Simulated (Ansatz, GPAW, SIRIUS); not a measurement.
# KTaO3: equilibrium volume by level of theory

```cif
data_structure
_symmetry_space_group_name_H-M 'Pm-3m'
_symmetry_Int_Tables_number 221
_cell_length_a 3.9883
_cell_length_b 3.9883
_cell_length_c 3.9883
_cell_angle_alpha 90.000
_cell_angle_beta 90.000
_cell_angle_gamma 90.000
_cell_volume 63.44
loop_
_atom_site_label
_atom_site_type_symbol
_atom_site_symmetry_multiplicity
_atom_site_Wyckoff_symbol
_atom_site_fract_x
_atom_site_fract_y
_atom_site_fract_z
_atom_site_occupancy
Ta1 Ta 1 a 0.00000 0.00000 0.00000 1
K1 K 1 b 0.50000 0.50000 0.50000 1
O1 O 3 d 0.00000 0.00000 0.50000 1
```

```csv
rung,level,program and potentials,cutoff (eV),k mesh,smearing,core time,chip,equilibrium volume (Å³/atom),miss,notes
GGA + dispersion,BLYP+D3(BJ),"GPAW, PAW data sets generated for this functional",800,6 × 6 × 6,fermi-dirac 0.05,2.3 min,Intel Xeon 6975P-C Granite Rapids,12.81,+0.9 %,-
GGA + dispersion,PBEsol+D3(zero damping),"GPAW, PAW data sets generated for this functional",800,6 × 6 × 6,fermi-dirac 0.05,2.8 min,Intel Xeon 6975P-C Granite Rapids,12.59,-0.8 %,-
GGA,PBE,"Ansatz, all-electron LAPW, scalar-relativistic",-,7 × 7 × 7,fermi-dirac 0.05,5.1 min,Intel Xeon,13.04,+2.8 %,-
GGA + dispersion,PBEsol+D3(BJ),"GPAW, PAW data sets generated for this functional",800,6 × 6 × 6,fermi-dirac 0.05,5.3 min,Arm Neoverse V1,(a),?,-
non-local van der Waals functional,vdW-DF-cx,"GPAW, GPAW PAW data sets (gpaw-data 1.2.1)",800,6 × 6 × 6,fermi-dirac 0.05,5.4 min,Arm Neoverse V1,12.83,+1.1 %,potentials made for PBE
GGA + dispersion,revPBE+D3(BJ),"GPAW, the program's PAW data sets (release 1.2.1) made for this functional",800,6 × 6 × 6,fermi-dirac 0.05,5.6 min,Arm Neoverse V1,12.96,+2.1 %,-
GGA,PBE,"GPAW, GPAW PAW data sets (gpaw-data 1.2.1)",800,7 × 7 × 7,fermi-dirac 0.05,8.4 min,Arm Neoverse N1,13.09,+3.2 %,-
GGA,PBE,"SIRIUS, PseudoDojo 0.4.1 PBE standard (scalar relativistic)",1152,7 × 7 × 7,fermi-dirac 0.05,16 min,Arm Neoverse V2,(b),?,-
```

Times are single runs on shared hosts and different chips, so they are rough; meshes, cutoffs and the tasks' sizes weigh on the time. Task: equation of state. All rows: no spin polarisation. Smearing widths are in eV. Meshes differ between rows, which moves values too. Meshes are those of the run's cell of 5 atoms unless a note names another. Misses use the values as printed. Runs on faulty files, with rough fits or with known faults for this quantity aren't shown. No row holds spin-orbit coupling.

Measured: 12.69 Å³/atom (a printed reference work). The runs are for a static lattice.

**Question.** Estimate the values left out from the other rows.

**Answer.** (a) 12.51 Å³/atom, miss -1.4 %; (b) 12.97 Å³/atom, miss +2.2 %.
